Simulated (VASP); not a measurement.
# BN (P6_3mc) in VASP: further runs, part 6 of 7

VASP 6.6.1.

### Step 72. Equation of state, r2SCAN, 5.79 Å³/atom

INCAR reads:

```
SYSTEM = BN
ADDGRID = .FALSE.
ALGO = Normal
EDIFF = 1E-6
ENCUT = 350
ISIF = 2
ISMEAR = 0
LASPH = .TRUE.
LCHARG = .FALSE.
LMIXTAU = .TRUE.
LREAL = .FALSE.
LWAVE = .FALSE.
METAGGA = R2SCAN
NELM = 100
PREC = Accurate
SIGMA = 0.05
```

KPOINTS reads:

```
k-points
0
G
  9 9 5
  0 0 0
```

POSCAR reads:

```
BN
1.0
    2.5281404681      0.0000000000      0.0000000000
   -1.2640702341      2.1894338697      0.0000000000
    0.0000000000      0.0000000000      4.1841565757
N B
2 2
Direct
    0.3333333333      0.6666666667      0.1252760000
    0.6666666667      0.3333333333      0.6252760000
    0.3333333333      0.6666666667      0.4997240000
    0.6666666667      0.3333333333      0.9997240000
```

Potentials or basis: VASP PAW PBE potentials, release 64 (N_s, B_s).

Launch:

```console
$ cat potpaw_PBE.64/N_s/POTCAR potpaw_PBE.64/B_s/POTCAR > POTCAR
$ mpirun -np 1 vasp_std > vasp.out
```

Wall time 26 s (1 thread of Intel Xeon Platinum 8488C (Sapphire Rapids), shared host); peak memory 0.12 GiB.

These settings aren't checked as converged: the numbers below hold their error.

Results:

```yaml
Free_energy: -38.0855 eV
Pressure: 8.8 GPa
Largest_force: 0.006 eV/Å
Band_gap_on_the_k_mesh: 5.69 eV, indirect (least direct gap 9.06 eV)
```

Caveat: the PAW data sets were made with another functional, which shifts forces and pressure a little; an odd mesh through Γ misses points on the zone boundary, where band edges often lie.

### Step 73. Equation of state, r2SCAN, 6.15 Å³/atom

INCAR is that of step 72.

KPOINTS is that of step 72.

POSCAR reads:

```
BN
1.0
    2.5792277770      0.0000000000      0.0000000000
   -1.2896138886      2.2336767770      0.0000000000
    0.0000000000      0.0000000000      4.2687077714
N B
2 2
Direct
    0.3333333333      0.6666666667      0.1252760000
    0.6666666667      0.3333333333      0.6252760000
    0.3333333333      0.6666666667      0.4997240000
    0.6666666667      0.3333333333      0.9997240000
```

Launch:

```console
$ cat potpaw_PBE.64/N_s/POTCAR potpaw_PBE.64/B_s/POTCAR > POTCAR
$ mpirun -np 1 vasp_std > vasp.out
```

It took 29 s on 1 thread of Intel Xeon Platinum 8488C (Sapphire Rapids), shared host; peak memory 0.12 GiB.

These settings aren't checked as converged: the numbers below hold their error.

Results:

| Property | Result |
| --- | --- |
| Free energy | -38.0627 eV |
| Pressure | -13.9 GPa |
| Largest force | 0.042 eV/Å |
| Band gap on the k mesh | 5.76 eV, indirect (least direct gap 8.74 eV) |

Caveat: the PAW data sets were made with another functional, which shifts forces and pressure a little; an odd mesh through Γ misses points on the zone boundary, where band edges often lie.

### Step 74. Equation of state, r2SCAN, 5.79 Å³/atom

Changes to INCAR since step 73:

```diff
@@ -4,3 +4,3 @@
 EDIFF = 1E-6
-ENCUT = 350
+ENCUT = 600
 ISIF = 2
```

KPOINTS reads:

```
k-points
0
G
  7 7 4
  0 0 0
```

POSCAR reads:

```
BN
1.0
    2.5281404681      0.0000000000      0.0000000000
   -1.2640702341      2.1894338697      0.0000000000
    0.0000000000      0.0000000000      4.1841565757
N B
2 2
Direct
    0.3333333333      0.6666666667      0.1252760000
    0.6666666667      0.3333333333      0.6252760000
    0.3333333333      0.6666666667      0.4997240000
    0.6666666667      0.3333333333      0.9997240000
```

Launch:

```console
$ cat potpaw_PBE.64/N_s/POTCAR potpaw_PBE.64/B_s/POTCAR > POTCAR
$ mpirun -np 1 vasp_std > vasp.out
```

Wall time 33 s (1 thread of Intel Xeon Platinum 8488C (Sapphire Rapids), shared host); peak memory 0.14 GiB.

These settings aren't checked as converged: the numbers below hold their error.

What came out:

| Property | Result |
| --- | --- |
| Free energy | -38.1437 eV |
| Pressure | 8.8 GPa |
| Band gap on the k mesh | 6.10 eV, indirect (least direct gap 9.08 eV) |

Caveat: the PAW data sets were made with another functional, which shifts forces and pressure a little; an odd mesh through Γ misses points on the zone boundary, where band edges often lie.

### Step 75. Equation of state, r2SCAN, 6.15 Å³/atom

INCAR is that of step 74.

KPOINTS is that of step 74.

POSCAR reads:

```
BN
1.0
    2.5792277770      0.0000000000      0.0000000000
   -1.2896138886      2.2336767770      0.0000000000
    0.0000000000      0.0000000000      4.2687077714
N B
2 2
Direct
    0.3333333333      0.6666666667      0.1252760000
    0.6666666667      0.3333333333      0.6252760000
    0.3333333333      0.6666666667      0.4997240000
    0.6666666667      0.3333333333      0.9997240000
```

Potentials or basis: VASP PAW PBE potentials, release 64 (N_s, B_s).

Launch:

```console
$ cat potpaw_PBE.64/N_s/POTCAR potpaw_PBE.64/B_s/POTCAR > POTCAR
$ mpirun -np 1 vasp_std > vasp.out
```

It took 38 s on 1 thread of Intel Xeon Platinum 8488C (Sapphire Rapids), shared host; peak memory 0.15 GiB.

The run converged, but some of its settings lie outside the range that counts as converged, so its numbers aren't taken as properties of the crystal.

Results:

- Free energy: -38.1168 eV
- Pressure: -14.0 GPa
- Largest force: 0.045 eV/Å
- Band gap on the k mesh: 6.15 eV, indirect (least direct gap 8.75 eV)

Caveat: the PAW data sets were made with another functional, which shifts forces and pressure a little; an odd mesh through Γ misses points on the zone boundary, where band edges often lie.

### Step 76. Equation of state, r2SCAN, 5.79 Å³/atom

Changes to INCAR since step 75:

```diff
@@ -4,3 +4,3 @@
 EDIFF = 1E-6
-ENCUT = 600
+ENCUT = 400
 ISIF = 2
```

KPOINTS reads:

```
k-points
0
G
  9 9 5
  0 0 0
```

POSCAR reads:

```
BN
1.0
    2.5281404681      0.0000000000      0.0000000000
   -1.2640702341      2.1894338697      0.0000000000
    0.0000000000      0.0000000000      4.1841565757
N B
2 2
Direct
    0.3333333333      0.6666666667      0.1252760000
    0.6666666667      0.3333333333      0.6252760000
    0.3333333333      0.6666666667      0.4997240000
    0.6666666667      0.3333333333      0.9997240000
```

Launch:

```console
$ cat potpaw_PBE.64/N_s/POTCAR potpaw_PBE.64/B_s/POTCAR > POTCAR
$ mpirun -np 1 vasp_std > vasp.out
```

Run time: 40 s. Hardware: 1 thread of Intel Xeon Platinum 8488C (Sapphire Rapids), shared host; peak memory 0.12 GiB.

These settings aren't checked as converged: the numbers below hold their error.

Results:

- Free energy: -38.1031 eV
- Pressure: 8.2 GPa
- Largest force: 0.005 eV/Å
- Band gap on the k mesh: 5.69 eV, indirect (least direct gap 9.06 eV)

Caveat: the PAW data sets were made with another functional, which shifts forces and pressure a little; an odd mesh through Γ misses points on the zone boundary, where band edges often lie.

### Step 77. Equation of state, r2SCAN, 6.15 Å³/atom

INCAR is that of step 76.

KPOINTS is that of step 76.

POSCAR reads:

```
BN
1.0
    2.5792277770      0.0000000000      0.0000000000
   -1.2896138886      2.2336767770      0.0000000000
    0.0000000000      0.0000000000      4.2687077714
N B
2 2
Direct
    0.3333333333      0.6666666667      0.1252760000
    0.6666666667      0.3333333333      0.6252760000
    0.3333333333      0.6666666667      0.4997240000
    0.6666666667      0.3333333333      0.9997240000
```

Launch:

```console
$ cat potpaw_PBE.64/N_s/POTCAR potpaw_PBE.64/B_s/POTCAR > POTCAR
$ mpirun -np 1 vasp_std > vasp.out
```

Run time: 29 s. Hardware: 1 thread of Intel Xeon Platinum 8488C (Sapphire Rapids), shared host; peak memory 0.12 GiB.

These settings aren't checked as converged: the numbers below hold their error.

What came out:

```yaml
Free_energy: -38.0780 eV
Pressure: -13.8 GPa
Largest_force: 0.043 eV/Å
Band_gap_on_the_k_mesh: 5.78 eV, indirect (least direct gap 8.75 eV)
```

Caveat: the PAW data sets were made with another functional, which shifts forces and pressure a little; an odd mesh through Γ misses points on the zone boundary, where band edges often lie.

### Step 78. Equation of state, r2SCAN, 5.79 Å³/atom

Changes to INCAR since step 77:

```diff
@@ -4,3 +4,3 @@
 EDIFF = 1E-6
-ENCUT = 400
+ENCUT = 350
 ISIF = 2
```

KPOINTS reads:

```
k-points
0
G
  10 10 6
  0 0 0
```

POSCAR reads:

```
BN
1.0
    2.5281404681      0.0000000000      0.0000000000
   -1.2640702341      2.1894338697      0.0000000000
    0.0000000000      0.0000000000      4.1841565757
N B
2 2
Direct
    0.3333333333      0.6666666667      0.1252760000
    0.6666666667      0.3333333333      0.6252760000
    0.3333333333      0.6666666667      0.4997240000
    0.6666666667      0.3333333333      0.9997240000
```

Potentials or basis: VASP PAW PBE potentials, release 64 (N_s, B_s).

Launch:

```console
$ cat potpaw_PBE.64/N_s/POTCAR potpaw_PBE.64/B_s/POTCAR > POTCAR
$ mpirun -np 1 vasp_std > vasp.out
```

Wall time 23 s (1 thread of Intel Xeon Platinum 8488C (Sapphire Rapids), shared host); peak memory 0.12 GiB.

These settings aren't checked as converged: the numbers below hold their error.

Results:

```
Free energy            : -38.0857 eV
Pressure               : 8.8 GPa
Largest force          : 0.006 eV/Å
Band gap on the k mesh : 5.89 eV, indirect (least direct gap 9.06 eV)
```

Caveat: the PAW data sets were made with another functional, which shifts forces and pressure a little.

### Step 79. Equation of state, r2SCAN, 6.15 Å³/atom

INCAR is that of step 78.

KPOINTS is that of step 78.

POSCAR reads:

```
BN
1.0
    2.5792277770      0.0000000000      0.0000000000
   -1.2896138886      2.2336767770      0.0000000000
    0.0000000000      0.0000000000      4.2687077714
N B
2 2
Direct
    0.3333333333      0.6666666667      0.1252760000
    0.6666666667      0.3333333333      0.6252760000
    0.3333333333      0.6666666667      0.4997240000
    0.6666666667      0.3333333333      0.9997240000
```

Launch:

```console
$ cat potpaw_PBE.64/N_s/POTCAR potpaw_PBE.64/B_s/POTCAR > POTCAR
$ mpirun -np 1 vasp_std > vasp.out
```

Run time: 33 s. Hardware: 1 thread of Intel Xeon Platinum 8488C (Sapphire Rapids), shared host; peak memory 0.12 GiB.

These settings aren't checked as converged: the numbers below hold their error.

Results:

- Free energy: -38.0628 eV
- Pressure: -13.9 GPa
- Largest force: 0.042 eV/Å
- Band gap on the k mesh: 5.95 eV, indirect (least direct gap 8.74 eV)

Caveat: the PAW data sets were made with another functional, which shifts forces and pressure a little.

### Step 80. Equation of state, r2SCAN, 5.79 Å³/atom

Changes to INCAR since step 79:

```diff
@@ -4,3 +4,3 @@
 EDIFF = 1E-6
-ENCUT = 350
+ENCUT = 500
 ISIF = 2
```

KPOINTS reads:

```
k-points
0
G
  9 9 5
  0 0 0
```

POSCAR reads:

```
BN
1.0
    2.5281404681      0.0000000000      0.0000000000
   -1.2640702341      2.1894338697      0.0000000000
    0.0000000000      0.0000000000      4.1841565757
N B
2 2
Direct
    0.3333333333      0.6666666667      0.1252760000
    0.6666666667      0.3333333333      0.6252760000
    0.3333333333      0.6666666667      0.4997240000
    0.6666666667      0.3333333333      0.9997240000
```

Launch:

```console
$ cat potpaw_PBE.64/N_s/POTCAR potpaw_PBE.64/B_s/POTCAR > POTCAR
$ mpirun -np 1 vasp_std > vasp.out
```

It took 37 s on 1 thread of Intel Xeon Platinum 8488C (Sapphire Rapids), shared host; peak memory 0.13 GiB.

These settings aren't checked as converged: the numbers below hold their error.

What came out:

```
Free energy            : -38.1376 eV
Pressure               : 8.4 GPa
Largest force          : 0.005 eV/Å
Band gap on the k mesh : 5.69 eV, indirect (least direct gap 9.07 eV)
```

Caveat: the PAW data sets were made with another functional, which shifts forces and pressure a little; an odd mesh through Γ misses points on the zone boundary, where band edges often lie.

### Step 81. Equation of state, r2SCAN, 6.15 Å³/atom

INCAR is that of step 80.

KPOINTS is that of step 80.

POSCAR reads:

```
BN
1.0
    2.5792277770      0.0000000000      0.0000000000
   -1.2896138886      2.2336767770      0.0000000000
    0.0000000000      0.0000000000      4.2687077714
N B
2 2
Direct
    0.3333333333      0.6666666667      0.1252760000
    0.6666666667      0.3333333333      0.6252760000
    0.3333333333      0.6666666667      0.4997240000
    0.6666666667      0.3333333333      0.9997240000
```

Potentials or basis: VASP PAW PBE potentials, release 64 (N_s, B_s).

Launch:

```console
$ cat potpaw_PBE.64/N_s/POTCAR potpaw_PBE.64/B_s/POTCAR > POTCAR
$ mpirun -np 1 vasp_std > vasp.out
```

It took 39 s on 1 thread of Intel Xeon Platinum 8488C (Sapphire Rapids), shared host; peak memory 0.14 GiB.

These settings aren't checked as converged: the numbers below hold their error.

What came out:

```
Free energy            : -38.1116 eV
Pressure               : -14.4 GPa
Largest force          : 0.043 eV/Å
Band gap on the k mesh : 5.77 eV, indirect (least direct gap 8.74 eV)
```

Caveat: the PAW data sets were made with another functional, which shifts forces and pressure a little; an odd mesh through Γ misses points on the zone boundary, where band edges often lie.

### Step 82. Equation of state, r2SCAN, 5.79 Å³/atom

Changes to INCAR since step 81:

```diff
@@ -4,3 +4,3 @@
 EDIFF = 1E-6
-ENCUT = 500
+ENCUT = 400
 ISIF = 2
```

KPOINTS reads:

```
k-points
0
G
  10 10 6
  0 0 0
```

POSCAR reads:

```
BN
1.0
    2.5281404681      0.0000000000      0.0000000000
   -1.2640702341      2.1894338697      0.0000000000
    0.0000000000      0.0000000000      4.1841565757
N B
2 2
Direct
    0.3333333333      0.6666666667      0.1252760000
    0.6666666667      0.3333333333      0.6252760000
    0.3333333333      0.6666666667      0.4997240000
    0.6666666667      0.3333333333      0.9997240000
```

Launch:

```console
$ cat potpaw_PBE.64/N_s/POTCAR potpaw_PBE.64/B_s/POTCAR > POTCAR
$ mpirun -np 1 vasp_std > vasp.out
```

Wall time 29 s (1 thread of Intel Xeon Platinum 8488C (Sapphire Rapids), shared host); peak memory 0.12 GiB.

The run converged, but some of its settings lie outside the range that counts as converged, so its numbers aren't taken as properties of the crystal.

What came out:

```yaml
Free_energy: -38.1031 eV
Pressure: 8.2 GPa
Largest_force: 0.005 eV/Å
Band_gap_on_the_k_mesh: 5.89 eV, indirect (least direct gap 9.06 eV)
```

Caveat: the PAW data sets were made with another functional, which shifts forces and pressure a little.

### Step 83. Equation of state, r2SCAN, 6.15 Å³/atom

INCAR is that of step 82.

KPOINTS is that of step 82.

POSCAR reads:

```
BN
1.0
    2.5792277770      0.0000000000      0.0000000000
   -1.2896138886      2.2336767770      0.0000000000
    0.0000000000      0.0000000000      4.2687077714
N B
2 2
Direct
    0.3333333333      0.6666666667      0.1252760000
    0.6666666667      0.3333333333      0.6252760000
    0.3333333333      0.6666666667      0.4997240000
    0.6666666667      0.3333333333      0.9997240000
```

Launch:

```console
$ cat potpaw_PBE.64/N_s/POTCAR potpaw_PBE.64/B_s/POTCAR > POTCAR
$ mpirun -np 1 vasp_std > vasp.out
```

Wall time 52 s (1 thread of Intel Xeon Platinum 8488C (Sapphire Rapids), shared host); peak memory 0.12 GiB.

These settings aren't checked as converged: the numbers below hold their error.

Results:

```
Free energy            : -38.0787 eV
Pressure               : -14.5 GPa
Largest force          : 0.042 eV/Å
Band gap on the k mesh : 5.96 eV, indirect (least direct gap 8.74 eV)
```

Caveat: the PAW data sets were made with another functional, which shifts forces and pressure a little.

### Step 84. Equation of state, r2SCAN, 5.79 Å³/atom

Changes to INCAR since step 83:

```diff
@@ -6,3 +6,3 @@
 ISIF = 2
-ISMEAR = 0
+ISMEAR = -5
 LASPH = .TRUE.
```

KPOINTS is that of step 83.

POSCAR reads:

```
BN
1.0
    2.5281404681      0.0000000000      0.0000000000
   -1.2640702341      2.1894338697      0.0000000000
    0.0000000000      0.0000000000      4.1841565757
N B
2 2
Direct
    0.3333333333      0.6666666667      0.1252760000
    0.6666666667      0.3333333333      0.6252760000
    0.3333333333      0.6666666667      0.4997240000
    0.6666666667      0.3333333333      0.9997240000
```

Potentials or basis: VASP PAW PBE potentials, release 64 (N_s, B_s).

Launch:

```console
$ cat potpaw_PBE.64/N_s/POTCAR potpaw_PBE.64/B_s/POTCAR > POTCAR
$ mpirun -np 1 vasp_std > vasp.out
```

Run time: 29 s. Hardware: 1 thread of Intel Xeon Platinum 8488C (Sapphire Rapids), shared host; peak memory 0.12 GiB.

The run converged, but some of its settings lie outside the range that counts as converged, so its numbers aren't taken as properties of the crystal.

Results:

```
Free energy            : -38.1031 eV
Pressure               : 8.2 GPa
Largest force          : 0.005 eV/Å
Band gap on the k mesh : 5.89 eV, indirect (least direct gap 9.06 eV)
```

Caveat: the PAW data sets were made with another functional, which shifts forces and pressure a little.

### Step 85. Equation of state, r2SCAN, 6.15 Å³/atom

INCAR is that of step 84.

KPOINTS is that of step 84.

POSCAR reads:

```
BN
1.0
    2.5792277770      0.0000000000      0.0000000000
   -1.2896138886      2.2336767770      0.0000000000
    0.0000000000      0.0000000000      4.2687077714
N B
2 2
Direct
    0.3333333333      0.6666666667      0.1252760000
    0.6666666667      0.3333333333      0.6252760000
    0.3333333333      0.6666666667      0.4997240000
    0.6666666667      0.3333333333      0.9997240000
```

Launch:

```console
$ cat potpaw_PBE.64/N_s/POTCAR potpaw_PBE.64/B_s/POTCAR > POTCAR
$ mpirun -np 1 vasp_std > vasp.out
```

Run time: 53 s. Hardware: 1 thread of Intel Xeon Platinum 8488C (Sapphire Rapids), shared host; peak memory 0.12 GiB.

The run converged, but some of its settings lie outside the range that counts as converged, so its numbers aren't taken as properties of the crystal.

What came out:

| Item | Value |
| --- | --- |
| Free energy | -38.0787 eV |
| Pressure | -14.5 GPa |
| Largest force | 0.042 eV/Å |
| Band gap on the k mesh | 5.96 eV, indirect (least direct gap 8.74 eV) |

Caveat: the PAW data sets were made with another functional, which shifts forces and pressure a little.

### Step 86. Equation of state, r2SCAN, 5.79 Å³/atom

Changes to INCAR since step 85:

```diff
@@ -4,5 +4,5 @@
 EDIFF = 1E-6
-ENCUT = 400
+ENCUT = 900
 ISIF = 2
-ISMEAR = -5
+ISMEAR = 0
 LASPH = .TRUE.
```

KPOINTS reads:

```
k-points
0
G
  7 7 4
  0 0 0
```

POSCAR reads:

```
BN
1.0
    2.5281404681      0.0000000000      0.0000000000
   -1.2640702341      2.1894338697      0.0000000000
    0.0000000000      0.0000000000      4.1841565757
N B
2 2
Direct
    0.3333333333      0.6666666667      0.1252760000
    0.6666666667      0.3333333333      0.6252760000
    0.3333333333      0.6666666667      0.4997240000
    0.6666666667      0.3333333333      0.9997240000
```

Launch:

```console
$ cat potpaw_PBE.64/N_s/POTCAR potpaw_PBE.64/B_s/POTCAR > POTCAR
$ mpirun -np 1 vasp_std > vasp.out
```

Wall time 73 s (1 thread of Intel Xeon Platinum 8488C (Sapphire Rapids), shared host); peak memory 0.17 GiB.

These settings aren't checked as converged: the numbers below hold their error.

What came out:

```
Free energy            : -38.1462 eV
Pressure               : 8.9 GPa
Band gap on the k mesh : 6.10 eV, indirect (least direct gap 9.08 eV)
```

Caveat: the PAW data sets were made with another functional, which shifts forces and pressure a little; an odd mesh through Γ misses points on the zone boundary, where band edges often lie.

### Step 87. Equation of state, r2SCAN, 6.15 Å³/atom

INCAR is that of step 86.

KPOINTS is that of step 86.

POSCAR reads:

```
BN
1.0
    2.5792277770      0.0000000000      0.0000000000
   -1.2896138886      2.2336767770      0.0000000000
    0.0000000000      0.0000000000      4.2687077714
N B
2 2
Direct
    0.3333333333      0.6666666667      0.1252760000
    0.6666666667      0.3333333333      0.6252760000
    0.3333333333      0.6666666667      0.4997240000
    0.6666666667      0.3333333333      0.9997240000
```

Potentials or basis: VASP PAW PBE potentials, release 64 (N_s, B_s).

Launch:

```console
$ cat potpaw_PBE.64/N_s/POTCAR potpaw_PBE.64/B_s/POTCAR > POTCAR
$ mpirun -np 1 vasp_std > vasp.out
```

It took 1.7 min on 1 thread of Intel Xeon Platinum 8488C (Sapphire Rapids), shared host; peak memory 0.18 GiB.

These settings aren't checked as converged: the numbers below hold their error.

Results:

* Free energy: -38.1192 eV
* Pressure: -13.9 GPa
* Largest force: 0.045 eV/Å
* Band gap on the k mesh: 6.15 eV, indirect (least direct gap 8.75 eV)

Caveat: the PAW data sets were made with another functional, which shifts forces and pressure a little; an odd mesh through Γ misses points on the zone boundary, where band edges often lie.

### Step 88. Equation of state, r2SCAN, 5.79 Å³/atom

Changes to INCAR since step 87:

```diff
@@ -4,3 +4,3 @@
 EDIFF = 1E-6
-ENCUT = 900
+ENCUT = 500
 ISIF = 2
```

KPOINTS reads:

```
k-points
0
G
  10 10 6
  0 0 0
```

POSCAR reads:

```
BN
1.0
    2.5281404681      0.0000000000      0.0000000000
   -1.2640702341      2.1894338697      0.0000000000
    0.0000000000      0.0000000000      4.1841565757
N B
2 2
Direct
    0.3333333333      0.6666666667      0.1252760000
    0.6666666667      0.3333333333      0.6252760000
    0.3333333333      0.6666666667      0.4997240000
    0.6666666667      0.3333333333      0.9997240000
```

Launch:

```console
$ cat potpaw_PBE.64/N_s/POTCAR potpaw_PBE.64/B_s/POTCAR > POTCAR
$ mpirun -np 1 vasp_std > vasp.out
```

Run time: 74 s. Hardware: 1 thread of Intel Xeon Platinum 8488C (Sapphire Rapids), shared host; peak memory 0.13 GiB.

These settings aren't checked as converged: the numbers below hold their error.

Results:

| Property | Result |
| --- | --- |
| Free energy | -38.1376 eV |
| Pressure | 8.4 GPa |
| Largest force | 0.005 eV/Å |
| Band gap on the k mesh | 5.90 eV, indirect (least direct gap 9.07 eV) |

Caveat: the PAW data sets were made with another functional, which shifts forces and pressure a little.

(Part 6 of 7 ends here.)
